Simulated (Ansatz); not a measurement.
TiSi2:

```xyz
3
Lattice="-1.4729 1.7121 4.2121 1.4729 -1.7121 4.2121 1.4729 1.7121 -4.2121" Properties=species:S:1:pos:R:3 pbc="T T T"
Ti    0.0000    0.0000    0.0000
Si    0.0000    0.0000    5.6448
Si    0.0000    0.0000    2.7793
```

The cell comes from a database or a generator and needn't be the stable form of this composition.

```yaml
Program: Ansatz 0.2.0
Task: relaxation of cell and atoms
Functional: PBE
Potentials_or_basis: Ansatz PAW
Cutoff: "420 eV (not typed: the program's choice for these potentials)"
k_mesh: 12 × 12 × 12
Occupations: fermi-dirac, width 0.05 eV
Spin: no spin polarisation
Hubbard_terms: Ti d U = 4 eV
```

At the start: volume 14.16 Å³/atom.

Question: How do energy, volume and symmetry change on relaxing?

Answer: It ends after 7 steps and the volume is 14.54 Å³/atom (+2.7 %); space group Immm (No. 71, to 0.05 Å).

Step by step:
| step | energy change (eV) | largest force (eV/Å) | volume (Å³) |
| --- | --- | --- | --- |
| 1 | 0.0000 | 0.1828 | 42.49 |
| 2 | -0.0151 | 0.0546 | 43.71 |
| 3 | -0.0157 | 0.0477 | 43.66 |
| 4 | -0.0164 | 0.0032 | 43.59 |
| 5 | -0.0164 | 0.0004 | 43.60 |
| 6 | -0.0165 | 0.0012 | 43.62 |
| 7 | -0.0167 | 0.0011 | 43.62 |

Final structure:
```
Ti Si
1.0
    -1.49451    1.71123    4.26388
     1.49451   -1.71123    4.26388
     1.49451    1.71123   -4.26388
Ti Si
1 2
Direct
  0.00000 0.00000 0.00000
  0.67372 0.67372 0.00000
  0.32628 0.32628 0.00000
```

Caveat: the plane-wave basis is chosen anew once the cell has moved, so the energies of steps on either side of that aren't comparable; U without spin polarisation on a metal has little footing; the U is typed as a test and isn't derived for this compound.
